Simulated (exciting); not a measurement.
# Sb (R-3m) in exciting: a series of runs

One crystal, Sb, is run at these levels: PBE, LDA, PBEsol; tasks: band structure.

All numbers are computed with exciting (release sodium); they aren't measurements. Logs are shortened: lines on timing, memory, paths and dates and some standing lists are left out, and cuts for length are marked.

## Step 1: The structure

Symmetry: R-3m, No. 166, trigonal system. The conventional cell has a = 4.308 Å, b = 4.308 Å, c = 11.274 Å, α = 90.00°, β = 90.00°, γ = 120.00°. Around Sb (site symmetry 3m) lie 3 Sb at 2.91 Å.

## Step 2: Band structure, PBE

input.xml reads:

```xml
<input>
  <title>Sb</title>
  <structure speciespath="./" tshift="false">
    <crystal scale="1">
      <basevect>4.070848017669 2.350305198853 7.101590776344</basevect>
      <basevect>-4.070848017669 2.350305198853 7.101590776344</basevect>
      <basevect>0.000000000000 -4.700610397707 7.101590776344</basevect>
    </crystal>
    <species speciesfile="Sb.xml" rmt="2.3">
      <atom coord="0.766510000000 0.766510000000 0.766510000000"/>
      <atom coord="0.233490000000 0.233490000000 0.233490000000"/>
    </species>
  </structure>
  <groundstate do="fromscratch" ngridk="8 8 8" rgkmax="9" gmaxvr="14" lmaxapw="10" lmaxmat="10" lmaxvr="8" xctype="GGA_PBE" stype="Fermi Dirac" swidth="0.00183747" nempty="10" ValenceRelativity="iora*" epsengy="1e-05" epspot="1e-05" maxscl="60" outputlevel="normal"/>
  <properties>
    <bandstructure>
      <plot1d>
        <path steps="80">
          <point coord="0 0 0" label="G"/>
          <point coord="0.5 0 0" label="L"/>
          <point coord="0.5 0.2396873643 -0.2396873643" label="B1" breakafter="true"/>
          <point coord="0.7603126357 0.5 0.2396873643" label="B"/>
          <point coord="0.5 0.5 0.5" label="Z"/>
          <point coord="0 0 0" label="G"/>
          <point coord="0.3698436821 0 -0.3698436821" label="X" breakafter="true"/>
          <point coord="0.6301563179 0.3698436821 0" label="Q"/>
          <point coord="0.5 0.5 0" label="F"/>
          <point coord="0.6301563179 0.6301563179 0.2396873643" label="P1"/>
          <point coord="0.5 0.5 0.5" label="Z" breakafter="true"/>
          <point coord="0.5 0 0" label="L"/>
          <point coord="0.7603126357 0.3698436821 0.3698436821" label="P"/>
        </path>
      </plot1d>
    </bandstructure>
    <chargedensityplot>
      <plot3d>
        <box grid="23 23 23">
          <origin coord="0 0 0"/>
          <point coord="1 0 0"/>
          <point coord="0 1 0"/>
          <point coord="0 0 1"/>
        </box>
      </plot3d>
    </chargedensityplot>
    <elfplot>
      <plot3d>
        <box grid="23 23 23">
          <origin coord="0 0 0"/>
          <point coord="1 0 0"/>
          <point coord="0 1 0"/>
          <point coord="0 0 1"/>
        </box>
      </plot3d>
    </elfplot>
    <exccplot>
      <plot3d>
        <box grid="23 23 23">
          <origin coord="0 0 0"/>
          <point coord="1 0 0"/>
          <point coord="0 1 0"/>
          <point coord="0 0 1"/>
        </box>
      </plot3d>
    </exccplot>
  </properties>
</input>
```

Potentials or basis: all-electron LAPW+lo, shipped species files, valence relativity iora*.

The run is started by

```
$ OMP_NUM_THREADS=1 exciting_smp
```

INFO.OUT:

```text
================================================================================
EXCITING SODIUM started
[... 10 lines left out ...]

 Lattice vectors (cartesian) :
      4.0708480177      2.3503051989      7.1015907763
     -4.0708480177      2.3503051989      7.1015907763
      0.0000000000     -4.7006103977      7.1015907763

 Reciprocal lattice vectors (cartesian) :
      0.7717292908      0.4455581138      0.2949191482
     -0.7717292908      0.4455581138      0.2949191482
      0.0000000000     -0.8911162275      0.2949191482

 Unit cell volume                           :     407.6768428234
 Brillouin zone volume                      :       0.6084481319

 Species :    1 (Sb)
     parameters loaded from                 :    Sb.xml
     name                                   :    antimony
     nuclear charge                         :     -51.00000000
     electronic charge                      :      51.00000000
     atomic mass                            :  221954.90190000
     muffin-tin radius                      :       2.30000000
     # of radial points in muffin-tin       :     400

     atomic positions (lattice) :
       1 :   0.76651000  0.76651000  0.76651000
       2 :   0.23349000  0.23349000  0.23349000

 Total number of atoms per unit cell        :       2

 Spin treatment                             :    spin-unpolarised

 Number of Bravais lattice symmetries       :      12
 Number of crystal symmetries               :      12

 k-point grid                               :       8    8    8
 Total number of k-points                   :      65
 k-point set is reduced with crystal symmetries

 R^MT_min * |G+k|_max (rgkmax)              :       9.00000000
 Species with R^MT_min                      :       1 (Sb)
 Maximum |G+k| for APW functions            :       3.91304348
 Maximum |G| for potential and density      :      14.00000000

 G-vector grid sizes                        :      40    40    40
 Total number of G-vectors                  :   18829

 Maximum angular momentum used for
     APW functions                          :      10
     computing H and O matrix elements      :      10
     potential and density                  :       8
     inner part of muffin-tin               :       2

 Total nuclear charge                       :    -102.00000000
 Total electronic charge                    :     102.00000000
 Total core charge                          :      72.00000000
 Total valence charge                       :      30.00000000

 Number of empty states                     :      10
 Total number of valence states             :      26

 Maximum Hamiltonian size                   :     450
 Maximum number of plane-waves              :     422
 Total number of local-orbitals             :      28

 Exchange-correlation type                  :      20
[... 23 lines left out ...]
+ SCF iteration number :    1                                                  +
++++++++++++++++++++++++++++++++++++++++++++++++++++++++++++++++++++++++++++++++
 Total energy                               :    -12966.65916846
 _______________________________________________________________
 Fermi energy                               :         0.25718498
 Kinetic energy                             :     13684.37937028
 Coulomb energy                             :    -26309.54759249
 Exchange energy                            :      -335.96847733
 Correlation energy                         :        -5.52246892

 DOS at Fermi energy (states/Ha/cell)       :        10.17352886

 Electron charges :
     core                                   :        72.00000000
     core leakage                           :         0.00754182
     valence                                :        30.00000000
     interstitial                           :         5.72880666
     charge in muffin-tin spheres :
                  atom     1    Sb          :        48.13559667
                  atom     2    Sb          :        48.13559667
     total charge in muffin-tins            :        96.27119334
     total charge                           :       102.00000000

++++++++++++++++++++++++++++++++++++++++++++++++++++++++++++++++++++++++++++++++
+ SCF iteration number :    2                                                  +
++++++++++++++++++++++++++++++++++++++++++++++++++++++++++++++++++++++++++++++++
 Total energy                               :    -12966.93317725
 _______________________________________________________________
 Fermi energy                               :         0.25571379
 Kinetic energy                             :     13683.97427593
 Coulomb energy                             :    -26309.41331454
 Exchange energy                            :      -335.97160655
 Correlation energy                         :        -5.52253209
[... 298 lines left out ...]
++++++++++++++++++++++++++++++++++++++++++++++++++++++++++++++++++++++++++++++++
+ SCF iteration number :   13                                                  +
++++++++++++++++++++++++++++++++++++++++++++++++++++++++++++++++++++++++++++++++
 Total energy                               :    -12967.28248382
 _______________________________________________________________
 Fermi energy                               :         0.25124243
 Kinetic energy                             :     13683.08808610
 Coulomb energy                             :    -26308.87742310
 Exchange energy                            :      -335.97054904
 Correlation energy                         :        -5.52259779

 DOS at Fermi energy (states/Ha/cell)       :        10.50931027

 Electron charges :
     core                                   :        72.00000000
     core leakage                           :         0.00748976
     valence                                :        30.00000000
     interstitial                           :         5.72650784
     charge in muffin-tin spheres :
                  atom     1    Sb          :        48.13674608
                  atom     2    Sb          :        48.13674608
     total charge in muffin-tins            :        96.27349216
     total charge                           :       102.00000000

 RMS change in effective potential (target) :  0.383826E-09  ( 0.100000E-04)
 Absolute change in total energy   (target) :  0.827949E-07  ( 0.100000E-04)
 Charge distance                   (target) :  0.654362E-10  ( 0.100000E-04)

++++++++++++++++++++++++++++++++++++++++++++++++++++++++++++++++++++++++++++++++
| Convergency criteria checked for the last 2 iterations                       +
| Convergence targets achieved. Performing final SCF iteration                 +
++++++++++++++++++++++++++++++++++++++++++++++++++++++++++++++++++++++++++++++++
 Total energy                               :    -12967.28248380
 _______________________________________________________________
 Fermi energy                               :         0.25124243
 Kinetic energy                             :     13683.08808609
 Coulomb energy                             :    -26308.87742307
 Exchange energy                            :      -335.97054904
 Correlation energy                         :        -5.52259778

 DOS at Fermi energy (states/Ha/cell)       :        10.50931017

 Electron charges :
     core                                   :        72.00000000
     core leakage                           :         0.00748976
     valence                                :        30.00000000
     interstitial                           :         5.72650784
     charge in muffin-tin spheres :
                  atom     1    Sb          :        48.13674608
                  atom     2    Sb          :        48.13674608
     total charge in muffin-tins            :        96.27349216
     total charge                           :       102.00000000

++++++++++++++++++++++++++++++++++++++++++++++++++++++++++++++++++++++++++++++++
[... 12 lines left out ...]
| EXCITING SODIUM stopped                                                      =
================================================================================
```

It took 4.4 min on 1 thread of Arm Neoverse V2, shared host; peak memory 0.15 GiB.

What came out:

```
Free energy                                       : -352857.7353 eV
Band gap on the k mesh                            : none (metal or under the smearing width)
All electrons inside the program's atomic spheres : Sb 48.14 (radii Sb 2.3 bohr)
```

Levels at the corners of the path, in eV from the Fermi level:
| point | band 13 | band 14 | band 15 | band 16 | band 17 | band 18 |
| --- | --- | --- | --- | --- | --- | --- |
| Γ | -2.16 | -1.90 | -1.90 | 1.99 | 2.60 | 2.60 |
| L | -2.03 | -1.92 | -0.39 | -0.29 | 0.10 | 0.40 |
| B1 | -5.08 | -4.94 | -0.84 | 0.60 | 4.52 | 4.59 |
| B | -5.08 | -4.94 | -0.84 | 0.60 | 4.52 | 4.59 |
| Z | -1.41 | -1.41 | -0.55 | 0.04 | 0.04 | 1.02 |
| Γ | -2.16 | -1.90 | -1.90 | 1.99 | 2.60 | 2.60 |
| X | -5.39 | -3.27 | -3.02 | 2.72 | 3.10 | 4.07 |
| Q | -5.39 | -3.27 | -3.02 | 2.72 | 3.10 | 4.07 |
| F | -5.53 | -3.85 | -3.75 | 1.46 | 4.84 | 5.42 |
| P1 | -5.44 | -3.31 | -2.82 | 2.37 | 3.09 | 4.52 |
| Z | -1.41 | -1.41 | -0.55 | 0.04 | 0.04 | 1.02 |
| L | -2.03 | -1.92 | -0.39 | -0.29 | 0.10 | 0.40 |
| P | -5.44 | -3.31 | -2.82 | 2.37 | 3.09 | 4.52 |

Caveat: the log's total energy holds no entropy term; the free energy is that total less TS from the occupations; spin-orbit coupling is left out, which moves the levels of the heavy elements.

## Step 3: Band structure, LDA

Edit input.xml of step 2 so:

```diff
@@ -13,3 +13,3 @@
   </structure>
-  <groundstate do="fromscratch" ngridk="8 8 8" rgkmax="9" gmaxvr="14" lmaxapw="10" lmaxmat="10" lmaxvr="8" xctype="GGA_PBE" stype="Fermi Dirac" swidth="0.00183747" nempty="10" ValenceRelativity="iora*" epsengy="1e-05" epspot="1e-05" maxscl="60" outputlevel="normal"/>
+  <groundstate do="fromscratch" ngridk="8 8 8" rgkmax="9" gmaxvr="14" lmaxapw="10" lmaxmat="10" lmaxvr="8" xctype="LDA_PW" stype="Fermi Dirac" swidth="0.00183747" nempty="10" ValenceRelativity="iora*" epsengy="1e-05" epspot="1e-05" maxscl="60" outputlevel="normal"/>
   <properties>
```

Potentials or basis: all-electron LAPW+lo, shipped species files, valence relativity iora*.

The run is started by

```
$ OMP_NUM_THREADS=1 exciting_smp
```

Run time: 4.1 min. Hardware: 1 thread of Arm Neoverse V2, shared host; peak memory 0.15 GiB.

The run converged. Its results:

```
Free energy                                       : -352560.5095 eV
Band gap on the k mesh                            : none (metal or under the smearing width)
All electrons inside the program's atomic spheres : Sb 48.16 (radii Sb 2.3 bohr)
```

Levels at the corners of the path, in eV from the Fermi level:
```csv
point,band 11,band 12,band 13,band 14,band 15,band 16,band 17,band 18,band 19,band 20
Γ,-12.82,-5.04,-2.11,-1.84,-1.84,2.02,2.62,2.62,5.16,5.16
L,-10.47,-9.75,-1.97,-1.87,-0.36,-0.30,0.10,0.44,7.53,8.37
B1,-9.94,-9.17,-5.02,-4.88,-0.80,0.61,4.56,4.63,5.92,6.10
B,-9.94,-9.17,-5.02,-4.88,-0.80,0.61,4.56,4.63,5.92,6.10
Z,-11.29,-9.10,-1.35,-1.35,-0.59,0.08,0.08,1.01,6.94,8.97
Γ,-12.82,-5.04,-2.11,-1.84,-1.84,2.02,2.62,2.62,5.16,5.16
X,-9.95,-9.24,-5.33,-3.22,-2.99,2.73,3.08,4.14,5.80,7.28
Q,-9.95,-9.24,-5.33,-3.22,-2.99,2.73,3.08,4.14,5.80,7.28
F,-10.47,-8.14,-5.49,-3.79,-3.69,1.52,4.81,5.40,6.77,9.20
P1,-10.32,-8.85,-5.38,-3.25,-2.79,2.41,3.11,4.53,5.89,7.81
Z,-11.29,-9.10,-1.35,-1.35,-0.59,0.08,0.08,1.01,6.94,8.97
L,-10.47,-9.75,-1.97,-1.87,-0.36,-0.30,0.10,0.44,7.53,8.37
P,-10.32,-8.85,-5.38,-3.25,-2.79,2.41,3.11,4.53,5.89,7.81
```

Caveat: the log's total energy holds no entropy term; the free energy is that total less TS from the occupations; spin-orbit coupling is left out, which moves the levels of the heavy elements.

## Step 4: Band structure, PBEsol

input.xml reads:

```xml
<input>
  <title>Sb</title>
  <structure speciespath="./" tshift="false">
    <crystal scale="1">
      <basevect>4.070848017669 2.350305198853 7.101590776344</basevect>
      <basevect>-4.070848017669 2.350305198853 7.101590776344</basevect>
      <basevect>0.000000000000 -4.700610397707 7.101590776344</basevect>
    </crystal>
    <species speciesfile="Sb.xml" rmt="2.3">
      <atom coord="0.766510000000 0.766510000000 0.766510000000"/>
      <atom coord="0.233490000000 0.233490000000 0.233490000000"/>
    </species>
  </structure>
  <groundstate do="fromscratch" ngridk="8 8 8" rgkmax="9" gmaxvr="14" lmaxapw="10" lmaxmat="10" lmaxvr="8" xctype="GGA_PBE_SOL" stype="Fermi Dirac" swidth="0.00183747" nempty="10" ValenceRelativity="iora*" epsengy="1e-05" epspot="1e-05" maxscl="60" outputlevel="normal"/>
  <properties>
    <bandstructure>
      <plot1d>
        <path steps="80">
          <point coord="0 0 0" label="G"/>
          <point coord="0.5 0 0" label="L"/>
          <point coord="0.5 0.2396873643 -0.2396873643" label="B1" breakafter="true"/>
          <point coord="0.7603126357 0.5 0.2396873643" label="B"/>
          <point coord="0.5 0.5 0.5" label="Z"/>
          <point coord="0 0 0" label="G"/>
          <point coord="0.3698436821 0 -0.3698436821" label="X" breakafter="true"/>
          <point coord="0.6301563179 0.3698436821 0" label="Q"/>
          <point coord="0.5 0.5 0" label="F"/>
          <point coord="0.6301563179 0.6301563179 0.2396873643" label="P1"/>
          <point coord="0.5 0.5 0.5" label="Z" breakafter="true"/>
          <point coord="0.5 0 0" label="L"/>
          <point coord="0.7603126357 0.3698436821 0.3698436821" label="P"/>
        </path>
      </plot1d>
    </bandstructure>
    <dos nwdos="300" winddos="-0.6 0.5" inttype="tetra" ngrdos="100" nsmdos="1" lmirep="true"/>
  </properties>
</input>
```

The run is started by

```
$ OMP_NUM_THREADS=1 exciting_smp
```

It took 3.5 min on 1 thread of Arm Neoverse V2, shared host; peak memory 0.15 GiB.

It converged, with:

- Free energy: -352704.8798 eV
- Band gap on the k mesh: none (metal or under the smearing width)
- All electrons inside the program's atomic spheres: Sb 48.14 (radii Sb 2.3 bohr)

Levels at the corners of the path, in eV from the Fermi level:
| point | band 13 | band 14 | band 15 | band 16 | band 17 | band 18 |
| --- | --- | --- | --- | --- | --- | --- |
| Γ | -2.13 | -1.86 | -1.86 | 2.00 | 2.62 | 2.62 |
| L | -2.00 | -1.89 | -0.37 | -0.31 | 0.08 | 0.42 |
| B1 | -5.07 | -4.93 | -0.81 | 0.61 | 4.50 | 4.57 |
| B | -5.07 | -4.93 | -0.81 | 0.61 | 4.50 | 4.57 |
| Z | -1.37 | -1.37 | -0.57 | 0.06 | 0.06 | 1.02 |
| Γ | -2.13 | -1.86 | -1.86 | 2.00 | 2.62 | 2.62 |
| X | -5.38 | -3.25 | -3.01 | 2.74 | 3.10 | 4.05 |
| Q | -5.38 | -3.25 | -3.01 | 2.74 | 3.10 | 4.05 |
| F | -5.53 | -3.83 | -3.73 | 1.42 | 4.86 | 5.43 |
| P1 | -5.43 | -3.28 | -2.81 | 2.37 | 3.12 | 4.50 |
| Z | -1.37 | -1.37 | -0.57 | 0.06 | 0.06 | 1.02 |
| L | -2.00 | -1.89 | -0.37 | -0.31 | 0.08 | 0.42 |
| P | -5.43 | -3.28 | -2.81 | 2.37 | 3.12 | 4.50 |

States per cell in windows of 1 eV (zero at the Fermi level; states under -8 eV left out):
| from (eV) | total | Sb1 p | Sb2 p | Sb1 s | Sb2 s | Sb1 d | Sb2 d |
| --- | --- | --- | --- | --- | --- | --- | --- |
| -8.0 | 0.38 | 0.01 | 0.01 | 0.11 | 0.11 | 0.00 | 0.00 |
| -7.0 | 0.15 | 0.00 | 0.00 | 0.05 | 0.05 | 0.00 | 0.00 |
| -6.0 | 0.46 | 0.06 | 0.06 | 0.02 | 0.02 | 0.00 | 0.00 |
| -5.0 | 0.92 | 0.14 | 0.14 | 0.01 | 0.01 | 0.00 | 0.00 |
| -4.0 | 1.46 | 0.24 | 0.24 | 0.02 | 0.02 | 0.01 | 0.01 |
| -3.0 | 1.52 | 0.27 | 0.27 | 0.03 | 0.03 | 0.01 | 0.01 |
| -2.0 | 1.32 | 0.23 | 0.23 | 0.04 | 0.04 | 0.01 | 0.01 |
| -1.0 | 0.39 | 0.06 | 0.06 | 0.02 | 0.02 | 0.00 | 0.00 |
| 0.0 | 1.20 | 0.19 | 0.19 | 0.04 | 0.04 | 0.01 | 0.01 |
| 1.0 | 1.46 | 0.23 | 0.23 | 0.04 | 0.04 | 0.02 | 0.02 |
| 2.0 | 1.36 | 0.24 | 0.24 | 0.03 | 0.03 | 0.02 | 0.02 |
| 3.0 | 1.15 | 0.19 | 0.19 | 0.01 | 0.01 | 0.02 | 0.02 |
| 4.0 | 1.63 | 0.22 | 0.22 | 0.01 | 0.01 | 0.04 | 0.04 |
| 5.0 | 1.34 | 0.16 | 0.16 | 0.01 | 0.01 | 0.04 | 0.04 |
| 6.0 | 1.05 | 0.07 | 0.07 | 0.00 | 0.00 | 0.04 | 0.04 |
| 7.0 | 1.26 | 0.05 | 0.05 | 0.01 | 0.01 | 0.06 | 0.06 |

Caveat: the log's total energy holds no entropy term; the free energy is that total less TS from the occupations; the tetrahedron DOS on this energy grid can lose part of the weight of narrow d or f bands; spin-orbit coupling is left out, which moves the levels of the heavy elements.

## Step 5: Summary

| level | gap on the mesh (eV) |
| --- | --- |
| PBE | none |
| LDA | none |
| PBEsol | none |

Alike in all rows: task band structure; potentials or basis all-electron LAPW+lo, shipped species files, valence relativity iora*; no spin polarisation; cell as given; k mesh 8 × 8 × 8; smearing fermi-dirac 0.05 eV; rgkmax 9.

Every run on the cell as given and a fine mesh finds a metal.

Caveats: the free energy is that total less TS from the occupations; spin-orbit coupling is left out, which moves the levels of the heavy elements; the tetrahedron DOS on this energy grid can lose part of the weight of narrow d or f bands (some runs).

Compare energies only between runs with the same functional and basis.
